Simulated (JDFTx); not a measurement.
HgTe (Coloradoite) under changes of volume

One of the cells (33.215 Å³/atom); the others are scaled copies at fixed shape and fractional positions:

```
Hg Te
1.0
     0.00000    3.21450    3.21450
     3.21450    0.00000    3.21450
     3.21450    3.21450    0.00000
Hg Te
1 1
Direct
  0.00000 0.00000 0.00000
  0.75000 0.75000 0.75000
```

| Quantity | Value |
| --- | --- |
| Program | JDFTx 1.7.0 (patched build) |
| Functional | PBEsol |
| Potentials or basis | PseudoDojo-SR-PBEsol-0.4.1-standard with smoothed tails |
| Cutoff | 1088 eV |
| Density cutoff | 8708 eV |
| k mesh | 7 × 7 × 7 |
| Occupations | fermi-dirac, width 0.05 eV |
| Spin | no spin polarisation |

```tsv
volume (Å³/atom)	energy over the lowest point (meV/atom)	pressure (GPa)
31.223	51.88	5.5
31.887	31.81	4.1
32.551	17.16	2.9
33.215	7.33	1.8
33.880	1.78	0.9
34.544	0.00	0.0
35.208	?	?
```

Question: What does the run at 35.208 Å³/atom give?

Answer: Energy over the lowest point 1.59 meV/atom; pressure -0.8 GPa.

Worked out: A Birch-Murnaghan fit of order 3 (a polynomial in V^(-2/3)) to the other rows has its minimum at 34.55 Å³/atom, just outside them, with B0 = V·E''(V) = 42 GPa and B' = 5.3. It gives 1.59 meV/atom at 35.208 Å³/atom, against the run's 1.59, and -dE/dV = -0.8 GPa, against -0.8.

Energies are extrapolated to zero smearing.
